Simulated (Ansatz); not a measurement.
# Sr under strains and displacements

All numbers below come from DFT PBEsol, scalar-relativistic, plane waves, PAW in Ansatz.

Settings: cutoff 420 eV, Γ-centred mesh 6×6×8 on the computed 1-atom cell, Gaussian smearing of 0.05 eV; no spin polarisation.

Reference cell:

```yaml
crystal:
  lattice:
    - [10.98763, 0.00000, 0.00000]
    - [-5.49381, 9.51557, 0.00000]
    - [0.00000, 0.00000, 4.42111]
  atoms:
    - { symbol: Sr, position: [0.00000, 0.00000, 0.00000] }
```

Each variant moves atoms of this cell by the vectors given, if any (Å), and then applies a symmetric strain (tensor components, Cartesian axes). The reference cell isn't relaxed at this level. Energies are per atom at zero smearing, counted from the lowest variant. Pressure is positive in compression.

1. strain (xx yy zz yz xz xy, %) -1.26 -1.31 -4.29 -1.06 0.83 -0.95
2. strain (xx yy zz yz xz xy, %) -1.62 -0.59 -2.57 -0.22 0.39 0.89
3. strain (xx yy zz yz xz xy, %) 1.06 1.06 2.56 0.00 0.00 0.00
4. strain (xx yy zz yz xz xy, %) -0.07 -0.07 2.93 0.00 0.00 0.00
5. strain (xx yy zz yz xz xy, %) -0.72 -0.72 -3.72 0.00 0.00 0.00
6. strain (xx yy zz yz xz xy, %) -0.13 -0.13 5.87 0.00 0.00 0.00
7. strain (xx yy zz yz xz xy, %) 0.52 0.52 2.02 0.00 0.00 0.00
8. strain (xx yy zz yz xz xy, %) -1.50 -1.50 1.50 0.00 0.00 0.00

(1) Order the variants by energy, lowest first.

(2) Order them by pressure, highest first.

Results:

(1) 8 (0.0 meV/atom), 7 (0.3 meV/atom), 3 (0.8 meV/atom), 4 (1.2 meV/atom), 6 (9.0 meV/atom), 2 (10.0 meV/atom), 5 (17.2 meV/atom), 1 (21.6 meV/atom). Neighbours within 1 meV/atom are level.

(2) 1 (0.10 GPa), 5 (0.08 GPa), 2 (0.06 GPa), 8 (0.00 GPa), 7 (-0.01 GPa), 3 (-0.01 GPa), 4 (-0.02 GPa), 6 (-0.04 GPa).

This form isn't the element's structure at ambient conditions.